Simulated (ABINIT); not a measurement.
The system is Al2Cu.

```
CELL_PARAMETERS angstrom
4.10518 0.00000 0.00000
0.00000 4.10518 0.00000
0.00000 0.00000 2.89131
ATOMIC_POSITIONS crystal
Cu 0.00000 0.00000 0.00000
Al 0.00000 0.50000 0.50000
Al 0.50000 0.00000 0.50000
```

The cell comes from a database or a generator and needn't be the stable form of this composition.

| Property | Result |
| --- | --- |
| Program | ABINIT 10.8.3 (patched build) |
| Task | relaxation of cell and atoms |
| Functional | r2SCAN |
| Potentials or basis | JTH PAW PBE v2.0 |
| Cutoff | 844 eV |
| k mesh | 4 × 4 × 5 |
| Occupations | fermi-dirac, width 0.05 eV |
| Spin | no spin polarisation |

At the start: pressure -1.9 GPa; volume 16.24 Å³/atom.

How do energy, volume and symmetry change on relaxing?

Over 5 steps the energy falls by 3.9 meV/atom and the volume is 15.90 Å³/atom (-2.1 %); space group P4/mmm (No. 123, to 0.05 Å).

The path:
```csv
step,energy change (eV),largest force (eV/Å),pressure (GPa),volume (Å³)
1,0.0000,0.0000,-1.95,48.73
2,-0.0043,0.0000,-1.40,48.44
3,-0.0114,0.0000,0.20,47.63
4,-0.0118,0.0000,0.10,47.67
5,-0.0118,0.0000,-0.02,47.71
```

Final structure:
```
Cu Al
1.0
     4.10677    0.00000    0.00000
     0.00000    4.10677    0.00000
     0.00000    0.00000    2.82897
Cu Al
1 2
Direct
  0.00000 0.00000 0.00000
  0.00000 0.50000 0.50000
  0.50000 0.00000 0.50000
```

Caveat: the k mesh is coarse (spacing up to 0.43 Å⁻¹), so the values aren't converged; the PAW data sets were made with another functional, which shifts forces and pressure a little.
